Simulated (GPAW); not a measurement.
# Hf (P6_3/mmc) in GPAW: band structure with r2SCAN+U

Aim: the band structure of Hf with r2SCAN+U.

All numbers are computed with GPAW 26.7.0; they aren't measurements. Logs are shortened: lines on timing, memory, paths and dates and some standing lists are left out, and cuts for length are marked. The log counts tension as positive stress, the text compression.

## Step 1: The crystal as given

Symmetry: P6_3/mmc, No. 194, hexagonal system. The conventional cell has a = 3.197 Å, b = 3.197 Å, c = 5.058 Å, α = 90.00°, β = 90.00°, γ = 120.00°. Around Hf (site symmetry -6m2) lie 12 Hf at 3.13 to 3.20 Å.

## Step 2: Band structure, r2SCAN+U

run.py

```python
from ase.dft.bandgap import bandgap
from ase.io import read, write
from ase.units import GPa
from gpaw import GPAW, PW

atoms = read('Hf.xyz')

calc = GPAW(mode=PW(600),
            xc='MGGA_X_R2SCAN+MGGA_C_R2SCAN',
            kpts={'size': (7, 7, 4), 'gamma': True},
            occupations={'name': 'fermi-dirac', 'width': 0.05},
            setups={'Hf': ':d,5.0'},
            nbands=24,
            convergence={'density': 1e-05, 'energy': 1e-05},
            maxiter=150,
            txt='gpaw.txt')
atoms.calc = calc
energy = atoms.get_potential_energy()
forces = atoms.get_forces()
stress = atoms.get_stress()
calc.write('gs.gpw')
write('result.traj', atoms)
print(f'Energy: {energy:.6f} eV')
print('Forces (eV/A):')
print(forces.round(4))
print('Stress (GPa):', (stress / GPa).round(3))
print('Fermi level:', round(calc.get_fermi_level(), 4), 'eV')
print(f'Gap: {bandgap(calc)[0]:.4f} eV, direct: {bandgap(calc, direct=True)[0]:.4f} eV')

path = atoms.cell.bandpath('GMKGALHA,LM,KH', npoints=60, eps=1e-4)
bs_calc = calc.fixed_density(kpts=path, symmetry='off', nbands=36,
                             convergence={'bands': 'CBM+6.0', 'eigenstates': 1e-6}, txt='bands.txt')
bs = bs_calc.band_structure()
bs.write('bs.json')
print(f'Gap on the path: {bandgap(bs_calc)[0]:.4f} eV')
```

Hf.xyz

```xyz
2
Lattice="3.1967000000 0.0000000000 0.0000000000 -1.5983500000 2.7684234083 0.0000000000 0.0000000000 0.0000000000 5.0578000000" Properties=species:S:1:pos:R:3 pbc="T T T"
Hf     1.5983500002      0.9228078027      3.7933500000
Hf    -0.0000000002      1.8456156056      1.2644500000
```

Potentials or basis: GPAW PAW data sets (gpaw-data 1.2.1), pw.

On the command line:

```
OMP_NUM_THREADS=1 python run.py
```

gpaw.txt:

```text
__  _  _
 | _ |_)|_||  |
 |__||  | ||/\| - 26.7.0

Input parameters:
  mode=PW(ecut=600.0),
  convergence={'density': 1e-05, 'energy': 1e-05},
  kpts=MonkhorstPack(size=(7, 7, 4), gamma=True),
  maxiter=150,
  nbands=24,
  occupations=Occupations(name='fermi-dirac', width=0.05),
  setups={'Hf': ':d,5.0'},
  xc=XC(name='MGGA_X_R2SCAN+MGGA_C_R2SCAN')

Diagonalizing LCAO Hamiltonian
Converting LCAO to pw mode

           Hf

        Hf

Atoms  # Å, Bohr magnetons
|   | symbol |         x |        y |        z |    initial magnetic moments |
|---|--------|-----------|----------|----------|-----------------------------|
| 0 |     Hf |  1.598350 | 0.922808 | 3.793350 | ( 0.0000,  0.0000,  0.0000) |
| 1 |     Hf | -0.000000 | 1.845616 | 1.264450 | ( 0.0000,  0.0000,  0.0000) |

Unit cell  # Å
| periodic |         x |        y |        z |  lengths |     angles |
|----------|-----------|----------|----------|----------|------------|
|      yes |  3.196700 | 0.000000 | 0.000000 | 3.196700 |  90.000000 |
|      yes | -1.598350 | 2.768423 | 0.000000 | 3.196700 |  90.000000 |
|      yes |  0.000000 | 0.000000 | 5.057800 | 5.057800 | 120.000000 |

Number of symmetries: 12
Symmetry operations  # r_c * U_cc + t_c -> r_c
|    | kind |            matrix            |
|----|------|------------------------------|
|  0 |  σ   |  1, 1, 0,  0,-1, 0,  0, 0, 1 |
|  1 |  S6  |  1, 1, 0, -1, 0, 0,  0, 0,-1 |
|  2 |  E   |  1, 0, 0,  0, 1, 0,  0, 0, 1 |
|  3 |  C2  |  1, 0, 0, -1,-1, 0,  0, 0,-1 |
|  4 |  C2  |  0, 1, 0,  1, 0, 0,  0, 0,-1 |
|  5 |  C3  |  0, 1, 0, -1,-1, 0,  0, 0, 1 |
|  6 |  S6  |  0,-1, 0,  1, 1, 0,  0, 0,-1 |
|  7 |  σ   |  0,-1, 0, -1, 0, 0,  0, 0, 1 |
|  8 |  σ   | -1, 0, 0,  1, 1, 0,  0, 0, 1 |
|  9 |  i   | -1, 0, 0,  0,-1, 0,  0, 0,-1 |
| 10 |  C3  | -1,-1, 0,  1, 0, 0,  0, 0, 1 |
| 11 |  C2  | -1,-1, 0,  0, 1, 0,  0, 0,-1 |

BZ-sampling:
  Number of BZ points: 196
  Number of IBZ points: 28

  Monkhorst-Pack size: [7, 7, 4]
  Monkhorst-Pack shift: [0.0, 0.0, 0.125]

K-points  # in reciprocal-cell coordinates
|     |                                coordinates |     weight |
|-----|--------------------------------------------|------------|
|   0 | (  0.00000000,   0.00000000,   0.00000000) | 0.00510204 |
|   1 | (  0.00000000,   0.00000000,   0.25000000) | 0.01020408 |
|   2 | (  0.00000000,   0.00000000,   0.50000000) | 0.00510204 |
|   3 | (  0.14285714,   0.00000000,  -0.25000000) | 0.03061224 |
|   4 | (  0.14285714,   0.00000000,   0.00000000) | 0.03061224 |
|   5 | (  0.14285714,   0.00000000,   0.25000000) | 0.03061224 |
|   6 | (  0.14285714,   0.00000000,   0.50000000) | 0.03061224 |
|   7 | (  0.28571429,  -0.14285714,   0.00000000) | 0.03061224 |
|   8 | (  0.28571429,  -0.14285714,   0.25000000) | 0.06122449 |
|   9 | (  0.28571429,  -0.14285714,   0.50000000) | 0.03061224 |
| ... |                                            |            |
|  27 | (  0.42857143,   0.42857143,   0.50000000) | 0.03061224 |

Plane wave coefficients: 1518
Cutoff: 600.0 eV

Spin-components: 1 (collinear spins)
Bands:           24
Projectors:      12
Spin-degeneracy: 2
Datatype:        complex128

Parallelization:
  kpt:    1
  domain: 1
  band:   1

Density:
  Valence electrons: 24.0
  Components: 1
  Grid points: [20 20 30]
  Charge: 0.0  # |e|

Potential:
  Grid points: [20 20 30]

species:
  Hf:
    name:    Hafnium
    Z:       72.0
    valence: 12
    core:    60
    charge:  0.0  # [|e|]
    Hubbard: {U: 5.0,  # eV
              l: 2,
              scale: True}
    compensation charges:
      type: gauss
      rc: 0.41  # [Å]
      lmax: 2
    cutoffs:
      filter: 2.36  # [Å]
      core: 4.02  # [Å]
    projectors
    | kind |    occ | energy [eV] | rcut [Å] |
    |------|--------|-------------|----------|
    |   5s |  2.000 |     -66.831 |    1.397 |
    |   6s |  2.000 |      -5.097 |    1.397 |
    |   5p |  6.000 |     -35.599 |    1.307 |
    |   6p |  0.000 |      -1.401 |    1.307 |
    |   5d |  2.000 |      -2.699 |    1.334 |
    |    d |        |      24.513 |    1.334 |

    Using partial waves for Hf as LCAO basis

Reference energy: -819772.230551  # eV

eigensolver:
  PPCG
  Converge bands: occupied
  niter=2

density mixing:
  MSR1-Mixer
  Pratt-step length: 0.05
  Maximum mixing coefficient: 0.75
  Old densities: 10
  SVD Regularization: 0.005
  Good broyden scale: 1.0
  Trust region scale: 1.0
  Backstep threshold: 4.0
  History deletion threshold: 6.0
  Fourier metric: weight=20.0, sigma=0.015

occupation numbers:
  Fermi-Dirac:
    width: 0.0500  # eV

poisson solver:
  ecut: 4800.0  # eV

xc functional:
  name: MGGA_X_R2SCAN+MGGA_C_R2SCAN with 2 nearest neighbor stencil

convergence criteria:
- Maximum integral of absolute [dens]ity change: 1e-05 electrons / valence electron
- Maximum [total energy] change in last 3 cyles: 1e-05 eV / valence electron
- Maximum integral of absolute [eigenst]ate change: 4e-08 eV^2 / valence electron
maximum number of iterations: 150

SCF iterations
|iter     | |      energy | eigst |  dens |
|---------|-|-------------|-------|-------|
|iter:   1| |  -36.449856 | -0.16 |       |
|iter:   2| |  -32.911968 | -1.85 | -1.10 |
|iter:   3| |  -32.806542 | -1.56 | -1.12 |
|iter:   4| |  -32.818640 | -2.37 | -1.77 |
|iter:   5| |  -32.825100 | -3.59 | -2.30 |
|iter:   6| |  -32.826032 | -4.72 | -2.91 |
|iter:   7| |  -32.826715 | -4.88 | -3.22 |
|iter:   8| |  -32.827039 | -5.04 | -3.56 |
|iter:   9| |  -32.827082 | -6.24 | -4.24 |
|iter:  10| |  -32.827086c| -7.66c| -4.59 |
|iter:  11| |  -32.827091c| -8.09c| -4.98 |
|iter:  12| |  -32.827090c| -8.43c| -5.31c|

Converged in 12 steps
Energy contributions relative to reference atoms: (reference = -819772.230551)

Energy contributions:
  Kinetic:          35.242055
  Coulomb:         -34.493899
  Zero:             -0.913165
  External:          0.000000
  Xc:              -32.657349
  Entropy:          -0.009464
  Spinorbit:         0.000000
  ----------------------------
  Free energy:     -32.831822
  Extrapolated:    -32.827090

dipole moment: (-0.000013, -0.000023, -0.000042)  # |e|*Ang

Fermi level: 10.904
Eigenvalues  # (at kpt = [0.000, 0.000, 0.000])
| band index |      eig [eV] | occ [0-2] |
|------------|---------------|-----------|
|          0 |       -54.377 |     2.000 |
|        ... |               |           |
|          3 |       -22.166 |     2.000 |
|          4 |       -22.166 |     2.000 |
|          5 |       -22.052 |     2.000 |
|          6 |       -22.042 |     2.000 |
|          7 |       -22.042 |     2.000 |
|          8 |         2.186 |     2.000 |
[... 8 lines left out ...]
|         17 |        14.898 |     0.000 |
|         18 |        17.731 |     0.000 |
|        ... |               |           |
|         23 |        25.666 |     0.000 |

No gap
No difference between direct/indirect transitions

Forces  # eV/Ang
|       x |       y |        z |
|---------|---------|----------|
| 0.00000 | 0.00000 |  0.00001 |  # Hf   0
| 0.00000 | 0.00000 | -0.00001 |  # Hf   1

Stress tensor  # eV/Ang^3
|         x |         y |         z |
|-----------|-----------|-----------|
| -0.125118 | -0.000000 |  0.000000 |
| -0.000000 | -0.125118 | -0.000000 |
|  0.000000 | -0.000000 | -0.119818 |

# Writing to gs.gpw (mode='')
```

Wall time 99 s (1 thread of Arm Neoverse V2, shared host); peak memory 0.36 GiB.

What came out:

| Item | Value |
| --- | --- |
| Free energy | -32.8318 eV |
| Pressure | 19.8 GPa |
| Band gap along the path | none (metal or under the smearing width) |

Levels at the corners of the path, in eV from the Fermi level:
```csv
point,band 10,band 11,band 12,band 13,band 14,band 15
Γ,-4.23,-0.63,1.86,1.86,2.01,2.82
M,-2.96,-2.09,-1.65,1.02,1.82,1.83
K,-2.35,-2.04,-1.81,0.75,0.75,2.30
Γ,-4.23,-0.63,1.86,1.86,2.01,2.82
A,-6.63,0.16,0.16,1.85,1.85,1.85
L,-3.70,-1.03,-1.03,0.46,0.46,3.66
H,-1.77,-1.71,-1.71,-0.71,-0.71,3.46
A,-6.63,0.16,0.16,1.85,1.85,1.85
L,-3.70,-1.03,-1.03,0.46,0.46,3.66
M,-2.96,-2.09,-1.65,1.02,1.82,1.83
K,-2.35,-2.04,-1.81,0.75,0.75,2.30
H,-1.77,-1.71,-1.71,-0.71,-0.71,3.46
```

Caveat: the PAW data sets were made with another functional, which shifts forces and pressure a little; spin-orbit coupling is left out, which moves the levels of the heavy elements; U without spin polarisation on a metal has little footing; the U is typed as a test and isn't derived for this compound.
